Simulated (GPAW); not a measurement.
# ZnCu (Pm-3m) in GPAW: convergence with smearing function

Aim: find how far smearing function must go before the results for ZnCu settle, at RPBE. This setting moves, with any that are tied to it; all else stays.

All numbers are computed with GPAW 26.7.0; they aren't measurements. Logs are shortened: lines on timing, memory, paths and dates and some standing lists are left out, and cuts for length are marked. The log counts tension as positive stress, the text compression.

### Step 1. Starting point

Symmetry: Pm-3m, No. 221, cubic system. The conventional cell has a = 2.945 Å, b = 2.945 Å, c = 2.945 Å, α = 90.00°, β = 90.00°, γ = 90.00°. Zn (site symmetry m-3m) is surrounded by 8 Cu at 2.55 Å. Cu (site symmetry m-3m) has 8 Zn at 2.55 Å as nearest neighbours.

### Step 2. With smearing function fermi-dirac

run.py

```python
from ase.dft.bandgap import bandgap
from ase.io import read, write
from ase.units import GPa
from gpaw import GPAW, PW

atoms = read('POSCAR')

calc = GPAW(mode=PW(600),
            xc='RPBE',
            kpts={'size': (9, 9, 9), 'gamma': True},
            occupations={'name': 'fermi-dirac', 'width': 0.1},
            nbands=22,
            convergence={'density': 1e-05, 'energy': 1e-05},
            maxiter=100,
            txt='gpaw.txt')
atoms.calc = calc
energy = atoms.get_potential_energy()
forces = atoms.get_forces()
stress = atoms.get_stress()
calc.write('gs.gpw')
write('result.traj', atoms)
print(f'Energy: {energy:.6f} eV')
print('Forces (eV/A):')
print(forces.round(4))
print('Stress (GPa):', (stress / GPa).round(3))
print('Fermi level:', round(calc.get_fermi_level(), 4), 'eV')
print(f'Gap: {bandgap(calc)[0]:.4f} eV, direct: {bandgap(calc, direct=True)[0]:.4f} eV')
```

POSCAR

```
ZnCu
1.0
    2.9450000000      0.0000000000      0.0000000000
    0.0000000000      2.9450000000      0.0000000000
    0.0000000000      0.0000000000      2.9450000000
Zn Cu
1 1
Direct
    0.5000000000      0.5000000000      0.5000000000
    0.0000000000      0.0000000000      0.0000000000
```

Potentials or basis: the program's PAW data sets (release 1.2.1) made for this functional, pw.

Command:

```
> OMP_NUM_THREADS=1 python run.py
```

gpaw.txt:

```text
__  _  _
 | _ |_)|_||  |
 |__||  | ||/\| - 26.7.0

Input parameters:
  mode=PW(ecut=600.0),
  convergence={'density': 1e-05, 'energy': 1e-05},
  kpts=MonkhorstPack(size=(9, 9, 9), gamma=True),
  maxiter=100,
  nbands=22,
  occupations=Occupations(name='fermi-dirac', width=0.1),
  xc=XC(name='RPBE')

Diagonalizing LCAO Hamiltonian
Converting LCAO to pw mode
   .------.
  /|      |
 * |      |
 | | Zn   |
 | .------.
 |/      /
 Cu-----*

Atoms  # Å, Bohr magnetons
|   | symbol |        x |        y |        z |    initial magnetic moments |
|---|--------|----------|----------|----------|-----------------------------|
| 0 |     Zn | 1.472500 | 1.472500 | 1.472500 | ( 0.0000,  0.0000,  0.0000) |
| 1 |     Cu | 0.000000 | 0.000000 | 0.000000 | ( 0.0000,  0.0000,  0.0000) |

Unit cell  # Å
| periodic |        x |        y |        z |  lengths |    angles |
|----------|----------|----------|----------|----------|-----------|
|      yes | 2.945000 | 0.000000 | 0.000000 | 2.945000 | 90.000000 |
|      yes | 0.000000 | 2.945000 | 0.000000 | 2.945000 | 90.000000 |
|      yes | 0.000000 | 0.000000 | 2.945000 | 2.945000 | 90.000000 |

Number of symmetries: 48
Symmetry operations  # r_c * U_cc + t_c -> r_c
|    | kind |            matrix            |
|----|------|------------------------------|
|  0 |  E   |  1, 0, 0,  0, 1, 0,  0, 0, 1 |
|  1 |  σ   |  1, 0, 0,  0, 1, 0,  0, 0,-1 |
|  2 |  σ   |  1, 0, 0,  0, 0, 1,  0, 1, 0 |
|  3 |  C4  |  1, 0, 0,  0, 0, 1,  0,-1, 0 |
|  4 |  C4  |  1, 0, 0,  0, 0,-1,  0, 1, 0 |
|  5 |  σ   |  1, 0, 0,  0, 0,-1,  0,-1, 0 |
|  6 |  σ   |  1, 0, 0,  0,-1, 0,  0, 0, 1 |
|  7 |  C2  |  1, 0, 0,  0,-1, 0,  0, 0,-1 |
|  8 |  σ   |  0, 1, 0,  1, 0, 0,  0, 0, 1 |
|  9 |  C2  |  0, 1, 0,  1, 0, 0,  0, 0,-1 |
| 10 |  C3  |  0, 1, 0,  0, 0, 1,  1, 0, 0 |
| 11 |  S6  |  0, 1, 0,  0, 0, 1, -1, 0, 0 |
| 12 |  S6  |  0, 1, 0,  0, 0,-1,  1, 0, 0 |
| 13 |  C3  |  0, 1, 0,  0, 0,-1, -1, 0, 0 |
| 14 |  C4  |  0, 1, 0, -1, 0, 0,  0, 0, 1 |
| 15 |  S4  |  0, 1, 0, -1, 0, 0,  0, 0,-1 |
| 16 |  C3  |  0, 0, 1,  1, 0, 0,  0, 1, 0 |
| 17 |  S6  |  0, 0, 1,  1, 0, 0,  0,-1, 0 |
| 18 |  σ   |  0, 0, 1,  0, 1, 0,  1, 0, 0 |
| 19 |  C4  |  0, 0, 1,  0, 1, 0, -1, 0, 0 |
| 20 |  C2  |  0, 0, 1,  0,-1, 0,  1, 0, 0 |
| 21 |  S4  |  0, 0, 1,  0,-1, 0, -1, 0, 0 |
| 22 |  S6  |  0, 0, 1, -1, 0, 0,  0, 1, 0 |
| 23 |  C3  |  0, 0, 1, -1, 0, 0,  0,-1, 0 |
| 24 |  S6  |  0, 0,-1,  1, 0, 0,  0, 1, 0 |
| 25 |  C3  |  0, 0,-1,  1, 0, 0,  0,-1, 0 |
| 26 |  C4  |  0, 0,-1,  0, 1, 0,  1, 0, 0 |
| 27 |  σ   |  0, 0,-1,  0, 1, 0, -1, 0, 0 |
| 28 |  S4  |  0, 0,-1,  0,-1, 0,  1, 0, 0 |
| 29 |  C2  |  0, 0,-1,  0,-1, 0, -1, 0, 0 |
| 30 |  C3  |  0, 0,-1, -1, 0, 0,  0, 1, 0 |
| 31 |  S6  |  0, 0,-1, -1, 0, 0,  0,-1, 0 |
| 32 |  C4  |  0,-1, 0,  1, 0, 0,  0, 0, 1 |
| 33 |  S4  |  0,-1, 0,  1, 0, 0,  0, 0,-1 |
| 34 |  S6  |  0,-1, 0,  0, 0, 1,  1, 0, 0 |
| 35 |  C3  |  0,-1, 0,  0, 0, 1, -1, 0, 0 |
| 36 |  C3  |  0,-1, 0,  0, 0,-1,  1, 0, 0 |
| 37 |  S6  |  0,-1, 0,  0, 0,-1, -1, 0, 0 |
| 38 |  σ   |  0,-1, 0, -1, 0, 0,  0, 0, 1 |
| 39 |  C2  |  0,-1, 0, -1, 0, 0,  0, 0,-1 |
| 40 |  σ   | -1, 0, 0,  0, 1, 0,  0, 0, 1 |
| 41 |  C2  | -1, 0, 0,  0, 1, 0,  0, 0,-1 |
| 42 |  C2  | -1, 0, 0,  0, 0, 1,  0, 1, 0 |
| 43 |  S4  | -1, 0, 0,  0, 0, 1,  0,-1, 0 |
| 44 |  S4  | -1, 0, 0,  0, 0,-1,  0, 1, 0 |
| 45 |  C2  | -1, 0, 0,  0, 0,-1,  0,-1, 0 |
| 46 |  C2  | -1, 0, 0,  0,-1, 0,  0, 0, 1 |
| 47 |  i   | -1, 0, 0,  0,-1, 0,  0, 0,-1 |

BZ-sampling:
  Number of BZ points: 729
  Number of IBZ points: 35

  Monkhorst-Pack size: [9, 9, 9]
  Monkhorst-Pack shift: [0, 0, 0]

K-points  # in reciprocal-cell coordinates
|     |                                coordinates |     weight |
|-----|--------------------------------------------|------------|
|   0 | (  0.00000000,   0.00000000,   0.00000000) | 0.00137174 |
|   1 | (  0.11111111,   0.00000000,   0.00000000) | 0.00823045 |
|   2 | (  0.11111111,   0.11111111,   0.00000000) | 0.01646091 |
|   3 | (  0.11111111,   0.11111111,   0.11111111) | 0.01097394 |
|   4 | (  0.22222222,   0.00000000,   0.00000000) | 0.00823045 |
|   5 | (  0.22222222,   0.11111111,   0.00000000) | 0.03292181 |
|   6 | (  0.22222222,   0.11111111,   0.11111111) | 0.03292181 |
|   7 | (  0.22222222,   0.22222222,   0.00000000) | 0.01646091 |
|   8 | (  0.22222222,   0.22222222,   0.11111111) | 0.03292181 |
|   9 | (  0.22222222,   0.22222222,   0.22222222) | 0.01097394 |
| ... |                                            |            |
|  34 | (  0.44444444,   0.44444444,   0.44444444) | 0.01097394 |

Plane wave coefficients: 870
Cutoff: 600.0 eV

Spin-components: 1 (collinear spins)
Bands:           22
Projectors:      12
Spin-degeneracy: 2
Datatype:        complex128

Parallelization:
  kpt:    1
  domain: 1
  band:   1

Density:
  Valence electrons: 23.0
  Components: 1
  Grid points: [18 18 18]
  Charge: 0.0  # |e|

Potential:
  Grid points: [18 18 18]

species:
  Zn:
    name:    Zinc
    Z:       30.0
    valence: 12
    core:    18
    charge:  0.0  # [|e|]
    compensation charges:
      type: gauss
      rc: 0.37  # [Å]
      lmax: 2
    cutoffs:
      filter: 2.14  # [Å]
      core: 2.28  # [Å]
    projectors
    | kind |    occ | energy [eV] | rcut [Å] |
    |------|--------|-------------|----------|
    |   4s |  2.000 |      -5.882 |    1.286 |
    |   4p |  0.000 |      -1.115 |    1.270 |
    |   3d | 10.000 |     -10.078 |    1.180 |
    |    s |        |      21.329 |    1.286 |
    |    p |        |      26.096 |    1.270 |
    |    d |        |      17.133 |    1.180 |

    Using partial waves for Zn as LCAO basis

  Cu:
    name:    Copper
    Z:       29.0
    valence: 11
    core:    18
    charge:  0.0  # [|e|]
    compensation charges:
      type: gauss
      rc: 0.33  # [Å]
      lmax: 2
    cutoffs:
      filter: 2.06  # [Å]
      core: 2.43  # [Å]
    projectors
    | kind |    occ | energy [eV] | rcut [Å] |
    |------|--------|-------------|----------|
    |   4s |  1.000 |      -4.495 |    1.164 |
    |   4p |  0.000 |      -0.718 |    1.164 |
    |   3d | 10.000 |      -4.953 |    1.058 |
    |    s |        |      22.716 |    1.164 |
    |    p |        |      26.494 |    1.164 |
    |    d |        |      22.259 |    1.058 |

    Using partial waves for Cu as LCAO basis

Reference energy: -93894.239951  # eV

eigensolver:
  PPCG
  Converge bands: occupied
  niter=2

density mixing:
  MSR1-Mixer
  Pratt-step length: 0.05
  Maximum mixing coefficient: 0.75
  Old densities: 10
  SVD Regularization: 0.005
  Good broyden scale: 1.0
  Trust region scale: 1.0
  Backstep threshold: 4.0
  History deletion threshold: 6.0
  Fourier metric: weight=20.0, sigma=0.015

occupation numbers:
  Fermi-Dirac:
    width: 0.1000  # eV

poisson solver:
  ecut: 4800.0  # eV

xc functional:
  name: RPBE with 2 nearest neighbor stencil

convergence criteria:
[... 6 lines left out ...]
|iter     | |      energy | eigst |  dens |
|---------|-|-------------|-------|-------|
|iter:   1| |   -5.211193 | +0.11 |       |
|iter:   2| |   -4.703674 | -2.58 | -1.06 |
|iter:   3| |   -4.160226 | -1.91 | -1.17 |
|iter:   4| |   -4.136077 | -2.69 | -1.60 |
|iter:   5| |   -4.134218 | -3.21 | -1.86 |
|iter:   6| |   -4.135430 | -3.31 | -2.27 |
|iter:   7| |   -4.135490 | -5.36 | -3.43 |
|iter:   8| |   -4.135540c| -5.24 | -3.74 |
|iter:   9| |   -4.135544c| -6.39 | -4.37 |
|iter:  10| |   -4.135544c| -7.06 | -4.57 |
|iter:  11| |   -4.135544c| -7.57c| -5.44c|

Converged in 11 steps
Energy contributions relative to reference atoms: (reference = -93894.239951)

Energy contributions:
  Kinetic:         -12.622329
  Coulomb:          12.102305
  Zero:              0.021484
  External:          0.000000
  Xc:               -3.627162
  Entropy:          -0.019684
  Spinorbit:         0.000000
  ----------------------------
  Free energy:      -4.145386
  Extrapolated:     -4.135544

dipole moment: (-6.390546, -6.390546, -6.390546)  # |e|*Ang

Fermi level: 8.059
Eigenvalues  # (at kpt = [0.000, 0.000, 0.000])
| band index |      eig [eV] | occ [0-2] |
|------------|---------------|-----------|
|          0 |        -2.311 |     2.000 |
|        ... |               |           |
|          3 |         0.884 |     2.000 |
|          4 |         0.884 |     2.000 |
|          5 |         0.884 |     2.000 |
|          6 |         4.438 |     2.000 |
|          7 |         4.438 |     2.000 |
|          8 |         5.291 |     2.000 |
[... 8 lines left out ...]
|         17 |        31.370 |     0.000 |
|         18 |        31.370 |     0.000 |
|        ... |               |           |
|         21 |        32.733 |     0.000 |

No gap
No difference between direct/indirect transitions

Forces  # eV/Ang
|        x |        y |        z |
|----------|----------|----------|
| -0.00000 | -0.00000 | -0.00000 |  # Zn   0
| -0.00000 | -0.00000 | -0.00000 |  # Cu   1

Stress tensor  # eV/Ang^3
|         x |         y |         z |
|-----------|-----------|-----------|
| -0.047036 |  0.000000 |  0.000000 |
|  0.000000 | -0.047036 |  0.000000 |
|  0.000000 |  0.000000 | -0.047036 |

# Writing to gs.gpw (mode='')
```

Wall time 17 s (1 thread of Arm Neoverse V1, shared host); peak memory 0.15 GiB.

What came out:

| Quantity | Value |
| --- | --- |
| Free energy | -4.1454 eV |
| Pressure | 7.5 GPa |
| Band gap on the k mesh | none (metal or under the smearing width) |

### Step 3. With smearing function gaussian

Edit run.py of step 2 so:

```diff
@@ -10,3 +10,3 @@
             kpts={'size': (9, 9, 9), 'gamma': True},
-            occupations={'name': 'fermi-dirac', 'width': 0.1},
+            occupations={'name': 'methfessel-paxton', 'order': 0, 'width': 0.1},
             nbands=22,
```

POSCAR is that of step 2.

Potentials or basis: the program's PAW data sets (release 1.2.1) made for this functional, pw.

Command:

```
> OMP_NUM_THREADS=1 python run.py
```

Run time: 17 s. Hardware: 1 thread of Arm Neoverse V1, shared host; peak memory 0.15 GiB.

Results (log left out):

```yaml
Free_energy: -4.1373 eV
Pressure: 7.5 GPa
Band_gap_on_the_k_mesh: none (metal or under the smearing width)
```

### Step 4. With smearing function marzari-vanderbilt

Edit run.py of step 3 so:

```diff
@@ -10,3 +10,3 @@
             kpts={'size': (9, 9, 9), 'gamma': True},
-            occupations={'name': 'methfessel-paxton', 'order': 0, 'width': 0.1},
+            occupations={'name': 'marzari-vanderbilt', 'width': 0.1},
             nbands=22,
```

POSCAR is that of step 3.

Command:

```
> OMP_NUM_THREADS=1 python run.py
```

Run time: 17 s. Hardware: 1 thread of Arm Neoverse V1, shared host; peak memory 0.15 GiB.

It converged, with:

```yaml
Free_energy: -4.1362 eV
Pressure: 7.5 GPa
Band_gap_on_the_k_mesh: none (metal or under the smearing width)
```

### Step 5. With smearing function methfessel-paxton

Edit run.py of step 4 so:

```diff
@@ -10,3 +10,3 @@
             kpts={'size': (9, 9, 9), 'gamma': True},
-            occupations={'name': 'marzari-vanderbilt', 'width': 0.1},
+            occupations={'name': 'methfessel-paxton', 'width': 0.1, 'order': 1},
             nbands=22,
```

POSCAR is that of step 4.

Command:

```
> OMP_NUM_THREADS=1 python run.py
```

Wall time 17 s (1 thread of Arm Neoverse V1, shared host); peak memory 0.15 GiB.

The run converged. Its results:

```yaml
Free_energy: -4.1362 eV
Pressure: 7.5 GPa
Band_gap_on_the_k_mesh: none (metal or under the smearing width)
```

### Step 6. With smearing function tetrahedron-method

Edit run.py of step 5 so:

```diff
@@ -10,3 +10,3 @@
             kpts={'size': (9, 9, 9), 'gamma': True},
-            occupations={'name': 'methfessel-paxton', 'width': 0.1, 'order': 1},
+            occupations={'name': 'tetrahedron-method'},
             nbands=22,
```

POSCAR is that of step 5.

Potentials or basis: the program's PAW data sets (release 1.2.1) made for this functional, pw.

Command:

```
> OMP_NUM_THREADS=1 python run.py
```

Run time: 17 s. Hardware: 1 thread of Arm Neoverse V1, shared host; peak memory 0.15 GiB.

The run converged. Its results:

| Item | Value |
| --- | --- |
| Free energy | -3.9997 eV |
| Pressure | 7.7 GPa |
| Band gap on the k mesh | none (metal or under the smearing width) |

### Step 7. With smearing function improved-tetrahedron-method

Edit run.py of step 6 so:

```diff
@@ -10,3 +10,3 @@
             kpts={'size': (9, 9, 9), 'gamma': True},
-            occupations={'name': 'tetrahedron-method'},
+            occupations={'name': 'improved-tetrahedron-method'},
             nbands=22,
```

POSCAR is that of step 6.

Command:

```
> OMP_NUM_THREADS=1 python run.py
```

Wall time 17 s (1 thread of Arm Neoverse V1, shared host); peak memory 0.15 GiB.

It converged, with:

```
Free energy            : -4.1487 eV
Pressure               : 7.2 GPa
Band gap on the k mesh : none (metal or under the smearing width)
```

### Step 8. Summary

```tsv
smearing function	energy less the tightest run, at zero smearing (meV/atom)	pressure (GPa)	SCF cycles	CPU time (s)	peak memory (GiB)
fermi-dirac	6.60	7.54	11	17	0.15
gaussian	6.23	7.50	11	17	0.15
marzari-vanderbilt	6.29	7.51	11	17	0.15
methfessel-paxton	6.07	7.46	11	17	0.15
tetrahedron-method	74.50	7.72	11	17	0.15
improved-tetrahedron-method	0.00	7.23	11	17	0.15
```

Not settled before the last step: the energy (to 1 meV/atom), the pressure (to 0.1 GPa). Narrower smearing needs a denser k mesh, so at a fixed mesh the narrowest width isn't the most accurate. The tightest run that finished is the yardstick and may itself not be fully converged.

Caveats: with this Cu data set, volumes or pressures lay over 1.5 % or 2 GPa off other programs in two to four cells of ten.
